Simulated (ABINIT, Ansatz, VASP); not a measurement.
## NbAs: programs and potentials compared

```
CELL_PARAMETERS angstrom
-1.72585 1.72585 5.84000
1.72585 -1.72585 5.84000
1.72585 1.72585 -5.84000
ATOMIC_POSITIONS crystal
Nb 0.50000 0.00000 0.50000
Nb 0.75000 0.75000 0.00000
As 0.91600 0.41600 0.50000
As 0.16600 0.16600 0.00000
```

Alike in all runs: task single point; functional PBE; k mesh 11 × 11 × 11; occupations fermi-dirac, width 0.05 eV; no spin polarisation; no spin-orbit coupling. Pressure is positive in compression and, in plane waves, holds the error of the finite cutoff, which Ansatz's Pulay term estimates and takes out.

```csv
program and potentials,plane-wave cutoff (eV),notes,pressure (GPa),largest force (eV/Å)
"VASP, PBE PAW files As, Nb_sv, 520 eV",520,9 valence electrons an atom on average,3.31,0.299
"ABINIT, JTH PAW PBE v2.0",435,14 valence electrons an atom on average,2.97,0.300
"Ansatz, Ansatz PAW (earlier soft set)",420,14 valence electrons an atom on average; Pulay term of +0.03 GPa included,3.25,0.298
"Ansatz, all-electron LAPW, scalar-relativistic",-,-,3.28,0.298
```

Force on atom 1 (Nb), eV/Å:

```json
{"program and potentials": "VASP, PBE PAW files As, Nb_sv, 520 eV", "x": "0.000", "y": "0.000", "z": "-0.299"}
{"program and potentials": "ABINIT, JTH PAW PBE v2.0", "x": "0.000", "y": "0.000", "z": "-0.300"}
{"program and potentials": "Ansatz, Ansatz PAW (earlier soft set)", "x": "0.000", "y": "0.000", "z": "-0.298"}
{"program and potentials": "Ansatz, all-electron LAPW, scalar-relativistic", "x": "0.000", "y": "0.000", "z": "-0.298"}
```

The pressure spans 2.97 (ABINIT, JTH PAW PBE v2.0) to 3.31 GPa (VASP, PBE PAW files As, Nb_sv, 520 eV), with all-electron results at 3.28.

The functional is the same throughout but for its coding, so the spread measures potentials, basis and numerics; runs on potential files found faulty are left out.

All four runs give a cell under compression and practically the same force on Nb along the polar axis, so both belong to PBE at this geometry rather than to any one potential. The cell is close to the measured one, and the pressure reflects PBE's usual tendency to underbind and favour a larger volume. The force pushes Nb away from its two nearer As neighbours and towards the four slightly farther ones, which would even out the Nb–As bonds.

ABINIT stands apart in pressure but not in force. An incomplete plane-wave basis lowers the apparent pressure, because the basis changes with the cell, but it does not move with the atoms and so disturbs forces far less. This probably accounts for part of the gap, though a difference in the potentials could also contribute. VASP stays close to the all-electron pressure with fewer valence electrons, which suggests that freezing the compact As 3d shell does little harm here. Agreement at this one geometry doesn't establish equally good agreement in the elastic constants.
